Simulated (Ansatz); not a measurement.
# An elastic constant from a strain scan in TiAl$_{3}$

Computed with Ansatz 0.2.0, DFT PBEsol, scalar-relativistic, plane waves, PAW. The runs took a 420 eV cutoff, a Γ-centred 18×18×18 mesh and Gaussian smearing (0.15 eV). No spin polarisation. Energies are free energies at this smearing, counted from the undisturbed cell; pressure is positive in compression.

The starting cell (relaxed at this level):

```yaml
crystal:
  lattice:
    - [-1.90777, 1.90777, 4.27700]
    - [1.90777, -1.90777, 4.27700]
    - [1.90777, 1.90777, -4.27700]
  atoms:
    - { symbol: Ti, position: [0.00000, 0.00000, 0.00000] }
    - { symbol: Al, position: [0.50000, 0.50000, 0.00000] }
    - { symbol: Al, position: [0.75000, 0.25000, 0.50000] }
    - { symbol: Al, position: [0.25000, 0.75000, 0.50000] }
```

The cell is strained by ε times the Voigt pattern (0, 1, 0, 0, 0, 0) (xx, yy, zz, yz, xz, xy; engineering shear) with fractional coordinates fixed. The cell holds 4 atoms in V0 = 62.27 Å³. The stress column is τ = (1/V0) dE/dε, got from the stress tensor σ (compression positive) at each point as −det(1 + εP) σ : P(1 + εP)⁻¹, with P the pattern as a tensor.

| ε | ΔE (meV/atom) | τ (GPa) |
| --- | --- | --- |
| -0.0400 | 16.622 | -8.699 |
| -0.0300 | 9.277 | -6.430 |
| -0.0200 | 4.105 | -4.229 |
| 0.0000 | 0.000 | -0.043 |
| 0.0100 | 0.928 | 1.941 |
| 0.0200 | 3.748 | 3.850 |
| 0.0300 | 8.385 | 5.684 |
| 0.0400 | ? | ? |

Q: Which combination of elastic constants does this scan measure, and how large is it?

A: For small ε, τ = τ0 + Kε with K = pᵀCp, which for this pattern is C22 in the Cartesian frame shown. The parabola through τ at ε = -0.0200, 0 and 0.0100 has slope K = 202 GPa at zero. The energies per cell, E = NΔE, of the same two points give K = 2[E(ε₊)/ε₊ − E(ε₋)/ε₋]/[(ε₊ − ε₋)V0] = 205 GPa, in agreement. These are clamped-ion values.

Q: Predict the withheld row at ε = 0.0400 from the harmonic law, and compare.

A: ΔE = V0(τ0 ε + Kε²/2)/N = 15.538 meV/atom and τ = 8.04 GPa. The calculation gives 14.768 meV/atom and 7.44 GPa, a miss of 5.0 % of the harmonic energy, so the harmonic law still holds here.

Forces appear on the atoms along this scan, and letting them relax would lower the energy and soften the response. In a metal these slopes depend on the k mesh and the smearing.